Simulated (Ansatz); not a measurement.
## Stationary points along a deformation path in CdS

Theory: Ansatz 0.2.0, DFT PBE, scalar-relativistic, plane waves, PAW. Settings: plane waves to 420 eV, k-mesh 10×10×10 (Γ-centred), Gaussian smearing 0.05 eV. No spin polarisation. Energies are free energies at this smearing, counted from the undisturbed cell; pressure is positive in compression.

The starting cell (as given, not relaxed at this level; it stands at 3.3 GPa; this zinc-blende form isn't the usual structure):

```
Cd S
1.0
     0.00000    2.91000    2.91000
     2.91000    0.00000    2.91000
     2.91000    2.91000    0.00000
Cd S
1 1
Direct
  0.00000 0.00000 0.00000
  0.75000 0.75000 0.75000
```

At fixed volume and fractional coordinates, lengths along (0.000, 0.000, 1.000) are scaled against those across it; ρ is that ratio over its starting value. V = 24.642 Å³/atom. Δσ is the stress along the axis less the mean stress across it (compression positive).

| ρ | ΔE (meV/atom) | Δσ (GPa) | space group |
| --- | --- | --- | --- |
| 0.650 | 103.5 | 5.13 | I-4m2 |
| 0.707 | 66.1 | 3.63 | I-4m2 |
| 0.780 | 35.7 | 2.51 | I-4m2 |
| 0.850 | 16.8 | 1.79 | I-4m2 |
| 0.920 | 5.0 | 1.08 | I-4m2 |
| 0.960 | 1.3 | 0.59 | I-4m2 |
| 1.000 | 0.0 | 0.00 | F-43m |
| 1.050 | 2.1 | -0.90 | I-4m2 |
| 1.100 | 9.0 | -2.00 | I-4m2 |
| 1.200 | 38.7 | -4.84 | I-4m2 |
| 1.300 | 92.7 | -8.48 | I-4m2 |
| 1.414 | 186.1 | -13.32 | I-4m2 |
| 1.500 | 278.3 | -17.20 | I-4m2 |

Q: How does the stress give the slope of the energy, and where is the energy stationary?

A: Along the path d ln(length) is 2/3 d ln ρ on the axis and −1/3 d ln ρ across it, so dE/d ln ρ = −(2/3) V Δσ: the energy falls with ρ where Δσ is positive. Δσ vanishes or changes sign at ρ = 1.000 (F-43m), a minimum at 0.0 meV/atom. Pairs of stationary points between two samples would go unseen, and could change a minimum read from distant neighbours into a maximum. At ρ = 1.000 the cell is cubic, where symmetry alone makes the stress isotropic and the slope zero.

Q: Which shear constant sets the curvature at ρ = 1?

A: For a cubic crystal E/V = (2/3) C (ln ρ)² with C = C′ = (C11 − C12)/2, so Δσ = −2C ln ρ. The parabola of Δσ against ln ρ through ρ = 0.960, 1 and 1.050 gives C ≈ 8.1 GPa with the ions clamped, rough because the steps are large. It is the stress–strain coefficient at this cell's pressure of 3.3 GPa, not the zero-pressure constant.

Q: Integrate that slope from ρ = 1 to 1.200 by the trapezoid rule.

A: With V/N in Å³ and 1 eV/Å³ = 160.2 GPa the slopes at ρ = 1.000, 1.050, 1.100, 1.200 are 0, 92, 205, 497 meV/atom per unit of ln ρ. The steps add 2.3 + 6.9 + 30.5 = 39.7 meV/atom, against 38.7 from the energies; the trapezoid rule misses the curvature of the slope within each step.

The gap closes along the scan, which can put kinks into the curve.